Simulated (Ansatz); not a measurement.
# GaP: the cost of one run

Computed with Ansatz 0.2.0 (DFT PBE, scalar-relativistic, plane waves, PAW, unless a step's input says otherwise).

### Step 1. The starting structure

Symmetry: R-3m, No. 166, trigonal system. The conventional cell has a = 3.886 Å, b = 3.886 Å, c = 19.292 Å, α = 90.00°, β = 90.00°, γ = 120.00°. Around Ga (site symmetry 3m) lie 3 P at 2.40 Å and 1 Ga at 2.49 Å. Around P (site symmetry 3m) lie 1 P at 2.21 Å and 3 Ga at 2.40 Å.

Coordinates:

```xyz
4
Lattice="1.9430 1.1218 6.4308 -1.9430 1.1218 6.4308 0.0000 -2.2436 6.4308" Properties=species:S:1:pos:R:3 pbc="T T T"
Ga    0.0000    0.0000    8.3994
Ga    0.0000    0.0000   10.8930
P     0.0000    0.0000    1.1072
P     0.0000    0.0000   18.1853
```

The start is a polymorph listed in a database, not an invented cell.

### Step 2. Probe: one point on a coarse mesh

input.yaml reads:

```yaml
crystal:
  lattice:
    - [1.94301518, 1.12180034, 6.43080997]
    - [-1.94301518, 1.12180034, 6.43080997]
    - [0.0, -2.24360068, 6.43080997]
  atoms:
    - { symbol: Ga, position: [0.43537199, 0.43537199, 0.43537199] }
    - { symbol: Ga, position: [0.56462801, 0.56462801, 0.56462801] }
    - { symbol: P, position: [0.057389, 0.057389, 0.057389] }
    - { symbol: P, position: [0.942611, 0.942611, 0.942611] }
basis:
  ecutwfc: 420
kpoints:
  mp_grid: { grid: [6, 6, 6] }
hamiltonian:
  xc: pbe
scf:
  occupations: { method: gaussian, width: 0.1 }
  lower_state_search: "off"
output:
  forces: true
  stress: true
  eigenvalues: true
```

On the command line:

```bash
ansatz run input.yaml --threads 1 --pin off --max-ram 2560MiB --backend cpu --events-out ev --progress --plain --runs-dir out
```

What time and memory should one allow on 1 thread of AMD EPYC (Zen 3), shared host?

About 8.3 s, with a peak of 0.38 GiB.
